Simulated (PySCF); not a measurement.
Species: C₇H₈O.
Structure used (GFN2-xTB), in Å, numbered top down from 1:
```xyz
16
C7H8O angstrom
O     -2.6455   -0.3509   -0.9225
C     -1.9977   -0.4183    0.3334
C     -0.5167   -0.1621    0.2150
C      0.3627   -1.2043   -0.0474
C      1.7137   -0.9575   -0.2150
C      2.1996    0.3361   -0.1255
C      1.3295    1.3814    0.1327
C     -0.0215    1.1334    0.3003
H     -2.4262    0.4917   -1.3360
H     -2.4505    0.3022    1.0311
H     -2.1876   -1.4291    0.7008
H     -0.0181   -2.2122   -0.1199
H      2.3890   -1.7765   -0.4155
H      3.2541    0.5302   -0.2556
H      1.7044    2.3919    0.2053
H     -0.6967    1.9529    0.5074
```

NICS = −σ at a ghost point: NICS(0) at the centroid of the ring atoms, NICS(1) 1 Å to either side along the normal of their mean plane, zz for the tensor component along that normal. Level: GIAO PBE0/pcSseg-1 (PySCF, non-relativistic, gas phase) on the GFN2-xTB geometry, one conformer.

Ring bond lengths (Å), with Mayer bond orders in brackets: C3–C4 1.389 (1.39), C4–C5 1.384 (1.44), C5–C6 1.385 (1.43), C6–C7 1.384 (1.44), C7–C8 1.384 (1.44), C8–C3 1.390 (1.39).

Problem. Give the NICS values of each ring in ppm.

Solution. 
```csv
ring,type,NICS(0),"NICS(1), two faces","NICS(1)zz, two faces",rms pucker (Å),"centre to ring atoms, mean (Å)"
C3–C4–C5–C6–C7–C8,6-membered carbocycle; formal bonds all aromatic,-8.7,-11.4 / -11.6,-28.8 / -29.6,0.00,1.39
```

Problem. What do they say, and how far can they be read as aromaticity?

Solution. 
- C3–C4–C5–C6–C7–C8: mean NICS(1)zz -29.2 ppm, shielded. For a flat ring without four-coordinate atoms the NICS criterion counts such a value as aromatic.

Problem. How equal are the bonds by HOMA? HOMA = 1 − mean of α(R − Ropt)² over the ring bonds, with Krygowski's 1993 parameters (CC: Ropt 1.388 Å, α 257.7 Å⁻²).

Solution. 
- C3–C4–C5–C6–C7–C8: HOMA 1.00 = 1 − EN − GEO, with mean bond length 1.386 Å, EN = α(Ropt − mean)² = 0.001 and GEO = α × variance = 0.001. The geometric and the magnetic index point the same way.

Problem. At the first NICS(1) probe listed for ring C3–C4–C5–C6–C7–C8, 1 Å off the ring, how large is the induced field along the normal in 11.7 T applied along it?

Solution. NICSzz × B0 = -28.8 ppm × 11.7 T = -337 μT, against the applied field.

Problem. List the ring angles and the Hirshfeld charges of the ring atoms.

Solution. 
- C3–C4–C5–C6–C7–C8: C3 119.1° (-0.005 e), C4 120.5° (-0.047 e), C5 120.1° (-0.047 e), C6 119.8° (-0.048 e), C7 120.1° (-0.050 e), C8 120.5° (-0.054 e); sum 720.0° against 720° for a flat convex ring.

Problem. How shielded are the nuclei of the rings and their hydrogens (means over atoms taken as equivalent)?

Solution. 
```csv
atoms,environment,σ isotropic (ppm),"principal values of the symmetric part, first atom (ppm)"
C3,substituted aromatic carbon,38.6,"-57.9, -3.9, 177.7"
C4 (×2),aromatic CH carbon,52.2,"-54.6, 39.3, 167.1"
C5 (×2),aromatic CH carbon,52.2,"-58.5, 36.9, 177.6"
C6,aromatic CH carbon,53.3,"-57.8, 38.2, 179.5"
H12 (×2),aromatic hydrogen,24.03,"20.3, 23.2, 28.2"
H13 (×2),aromatic hydrogen,24.00,"20.6, 24.4, 26.9"
H14,aromatic hydrogen,24.06,"20.8, 24.6, 26.8"
```

The run took 19 s of wall time on one thread, x86-64 server, on a shared host. This is the whole shielding run at PBE0/pcSseg-1, SCF included.
